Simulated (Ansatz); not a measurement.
**CdO: response to strain**

Aim: deform CdO (zz strain of +2 %) and compute stress, forces and field gradients with LAPW, PAW and all-electron datasets made for the crystal.

Computed with Ansatz 0.2.0 (DFT PBEsol, scalar-relativistic, unless a step's input says otherwise).

### Step 1. The starting structure

It takes space group Fm-3m (No. 225, cubic). The conventional cell has a = 4.696 Å, b = 4.696 Å, c = 4.696 Å, α = 90.00°, β = 90.00°, γ = 90.00°. Cd (site symmetry m-3m) is surrounded by 6 O at 2.35 Å. O (site symmetry m-3m) has 6 Cd at 2.35 Å as nearest neighbours.

As a file:

```
CELL_PARAMETERS angstrom
0.00000 2.34815 2.34815
2.34815 0.00000 2.34815
2.34815 2.34815 0.00000
ATOMIC_POSITIONS crystal
Cd 0.00000 0.00000 0.00000
O 0.50000 0.50000 0.50000
```

Atoms are numbered in the order of the input: Cd1, O2.

### Step 2. The deformed structure

Space group Fm-3m before, I4/mmm after.

### Step 3. Full-potential LAPW

Input file input.yaml:

```yaml
crystal:
  lattice:
    - [0.0, 2.34815, 2.395113]
    - [2.34815, 0.0, 2.395113]
    - [2.34815, 2.34815, 0.0]
  atoms:
    - { symbol: Cd, position: [0.0, 0.0, 0.0] }
    - { symbol: O, position: [0.5, 0.5, 0.5] }
kpoints:
  mp_grid: { grid: [11, 11, 11] }
  band_path:
    path:
      - [0.0, 0.0, 0.0]
      - [0.0, 0.5, 0.5]
      - [0.25, 0.75, 0.5]
      - [0.0, 0.5, 0.0]
      - [0.0, 0.0, 0.0]
      - [0.5, 0.5, 0.0]
      - [0.3701460977, 0.6298539023, 0.0]
      - [-0.3701460977, 0.3701460977, 0.0]
      - [0.0, 0.0, 0.0]
    npoints: 5
scf:
  occupations: { method: fermi_dirac, width: 0.02 }
hamiltonian:
  xc: pbesol
  pseudopotentials: { kind: all_electron, lapw: { basis_error: 0.0005 } }
output:
  forces: true
  stress: true
  eigenvalues: true
```

Command:

```bash
$ ansatz run input.yaml --threads 1 --pin off --max-ram 3072MiB --backend cpu --events-out ev --progress --plain --runs-dir out
```

### Step 4. PAW on the default files

Input file input.yaml:

```yaml
crystal:
  lattice:
    - [0.0, 2.34815, 2.395113]
    - [2.34815, 0.0, 2.395113]
    - [2.34815, 2.34815, 0.0]
  atoms:
    - { symbol: Cd, position: [0.0, 0.0, 0.0] }
    - { symbol: O, position: [0.5, 0.5, 0.5] }
kpoints:
  mp_grid: { grid: [11, 11, 11] }
scf:
  occupations: { method: fermi_dirac, width: 0.02 }
hamiltonian:
  xc: pbesol
  pseudopotentials: { kind: paw }
output:
  forces: true
  stress: true
  eigenvalues: true
  efg: { contact_densities: true }
  write_density: true
  write_potential: true
  elf: true
  volumetric_format: npy
```

### Step 5. Datasets made for this crystal

Edit input.yaml of step 4 so:

```diff
@@ -14,3 +14,3 @@
   xc: pbesol
-  pseudopotentials: { kind: paw }
+  pseudopotentials: { kind: all_electron, datasets: crystal }
 output:
@@ -20,5 +20 @@
   efg: { contact_densities: true }
-  write_density: true
-  write_potential: true
-  elf: true
-  volumetric_format: npy
```

(Steps that only read results are left out.)

Q: Predict the outcome of this session. Wanted: pressure; largest shear or deviatoric stress.

The runs gave:

| quantity | value |
| --- | --- |
| pressure | LAPW -3.15, PAW -3.16, crystal datasets -3.15 GPa |
| largest shear or deviatoric stress (LAPW) | 1.09 GPa |

In words: The largest part of the stress beyond the pressure is 1.09 GPa in size, in the zz component; the atoms are carried along and not relaxed. No run of the undeformed cell stands beside it, so the pressure holds what the given cell had before the change. PAW: stress within 0.02 GPa of LAPW. Crystal datasets: stress within 0.01 GPa of LAPW.
